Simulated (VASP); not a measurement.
A run of VASP 6.6.1 is set up as follows.

The input POSCAR:

```
BaTe
1.0
    4.2624660000      0.0000000000      0.0000000000
    0.0000000000      4.2624660000      0.0000000000
    0.0000000000      0.0000000000      4.2624660000
Ba Te
1 1
Direct
    0.0000000000      0.0000000000      0.0000000000
    0.5000000000      0.5000000000      0.5000000000
```

INCAR.step1

```
ALGO = Fast
EDIFF = 1E-8
ENCUT = 450
GGA = PE
ISMEAR = 0
LASPH = T
LCHARG = F
LREAL = F
LWAVE = T
NELM = 80
PREC = Accurate
SIGMA = 0.01
```

The input INCAR.step2:

```
ALGO = Exact
EDIFF = 1E-8
ENCUT = 450
GGA = PE
ISMEAR = 0
ISTART = 1
LASPH = T
LCHARG = F
LOPTICS = T
LREAL = F
LWAVE = T
NBANDS = 331
NELM = 1
PREC = Accurate
SIGMA = 0.01
```

Contents of INCAR.step3:

```
ALGO = EVGW0
EDIFF = 1E-8
ENCUT = 450
ENCUTGW = 150
GGA = PE
ISMEAR = 0
ISTART = 1
LASPH = T
LCHARG = F
LREAL = F
LWAVE = F
NBANDS = 331
NBANDSGW = 16
NELMGW = 1
NOMEGA = 50
PREC = Accurate
PRECFOCK = Fast
SIGMA = 0.01
```

KPOINTS

```
k-points
0
Gamma
  4 4 4
```

Potentials or basis: VASP PAW PBE potentials, release 64 (Ba_sv_GW, Te_GW).

Run with:

```sh
$ cat potpaw_PBE.64/Ba_sv_GW/POTCAR potpaw_PBE.64/Te_GW/POTCAR > POTCAR
$ cp INCAR.step1 INCAR
$ mpirun -np 1 vasp_std > vasp.out
$ cp INCAR.step2 INCAR
$ mpirun -np 1 vasp_std > vasp.out
$ cp INCAR.step3 INCAR
$ mpirun -np 1 vasp_std > vasp.out
```

(1) Estimate the quasiparticle gap.

(2) Predict the least direct quasiparticle gap.

(3) Estimate the band gap on the k mesh, mean-field level.

Answers

(1) 1.74 eV.

(2) 1.93 eV.

(3) 0.86 eV, indirect (least direct gap 1.06 eV).

Caveat: bands, screening cutoff and mesh are small and nothing is extrapolated, so the quasiparticle values aren't converged; spin-orbit coupling is left out, which moves the levels of the heavy elements.
